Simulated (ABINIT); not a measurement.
Runs of ABINIT 10.8.3 (patched build) on Hf. Symmetry: P6_3/mmc, No. 194, hexagonal system. The conventional cell has a = 3.197 Å, b = 3.197 Å, c = 5.058 Å, α = 90.00°, β = 90.00°, γ = 120.00°. Hf (site symmetry -6m2) has 12 Hf at 3.13 to 3.20 Å as nearest neighbours. 

```csv
task,level,potentials or basis,k mesh,cutoff (eV),fine-grid cutoff,mesh quality,gap on the mesh (eV),pressure (GPa)
single point,PBE,JTH PAW PBE v2.0,4 × 4 × 2,463,925.187 eV,coarse,none,-
band structure,r2SCAN,JTH PAW PBE v2.0,10 × 10 × 5,626,1224.51 eV,not flagged,none,-
band structure,LDA,JTH PAW LDA v2.0,10 × 10 × 5,463,925.187 eV,not flagged,none,-8.1
single point,PBEsol,JTH PAW PBE v2.0,8 × 8 × 4,463,925.187 eV,not flagged,none,-
single point,PBE,JTH PAW PBE v2.0,6 × 6 × 3,517,1034.03 eV,coarse,none,1.3
single point,PBEsol,JTH PAW PBE v2.0,13 × 13 × 6,517,1034.03 eV,not flagged,none,(a)
band structure,LDA,PseudoDojo NC SR LDA v0.4.1 standard,10 × 10 × 5,789,-,not flagged,none,-8.9
single point,LDA,JTH PAW LDA v2.0,8 × 8 × 4,463,925.187 eV,not flagged,none,-8.1
single point,PBEsol,JTH PAW PBE v2.0,6 × 6 × 3,463,925.187 eV,coarse,none,-
single point,r2SCAN,JTH PAW PBE v2.0,8 × 8 × 4,626,1224.51 eV,not flagged,none,-
band structure,WC,JTH PAW PBE v2.0,10 × 10 × 5,463,925.187 eV,not flagged,none,-
```

Alike in all rows: no spin polarisation; cell as given; smearing fermi-dirac 0.05 eV.

Question: Estimate the missing entries.

Answer: (a) -3.8.

Caveats: some runs use coarse meshes; the PAW data sets were made with another functional, which shifts forces and pressure a little (some runs).

A k mesh can miss the band edges, and the runs leave out spin-orbit coupling on Hf.

A gap of «none» marks a metal or a gap under the smearing width.

Not every run made on this cell is shown here.
